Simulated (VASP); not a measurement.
TiAl3:

```
CELL_PARAMETERS angstrom
-1.91111 1.91111 4.28067
1.91111 -1.91111 4.28067
1.91111 1.91111 -4.28067
ATOMIC_POSITIONS crystal
Ti 0.00000 0.00000 0.00000
Al 0.25000 0.75000 0.50000
Al 0.75000 0.25000 0.50000
Al 0.50000 0.50000 0.00000
```

The cell comes from a database or a generator and needn't be the stable form of this composition.

```yaml
Program: VASP 6.6.1
Task: relaxation of cell and atoms
Functional: LDA
Potentials_or_basis: VASP PAW LDA potentials, release 64 (Ti_sv, Al)
Cutoff: 600 eV
k_mesh: 8 × 8 × 8
Occupations: fermi-dirac, width 0.05 eV
Spin: no spin polarisation
```

At the start: pressure -3.4 GPa; volume 15.63 Å³/atom.

Problem. Where does the relaxation end?

Solution. Over 3 steps the energy falls by 5.1 meV/atom and the volume is 15.16 Å³/atom (-3.0 %); space group I4/mmm (No. 139, to 0.05 Å).

Step by step:
| step | energy change (eV) | largest force (eV/Å) | pressure (GPa) | volume (Å³) |
| --- | --- | --- | --- | --- |
| 1 | 0.0000 | 0.0000 | -3.36 | 62.54 |
| 2 | -0.0136 | 0.0000 | 2.09 | 59.61 |
| 3 | -0.0203 | 0.0000 | 0.00 | 60.66 |

Final structure:
```
Ti Al
1.0
    -1.89094    1.89094    4.24107
     1.89094   -1.89094    4.24107
     1.89094    1.89094   -4.24107
Ti Al
1 3
Direct
  0.00000 0.00000 0.00000
  0.25000 0.75000 0.50000
  0.75000 0.25000 0.50000
  0.50000 0.50000 0.00000
```
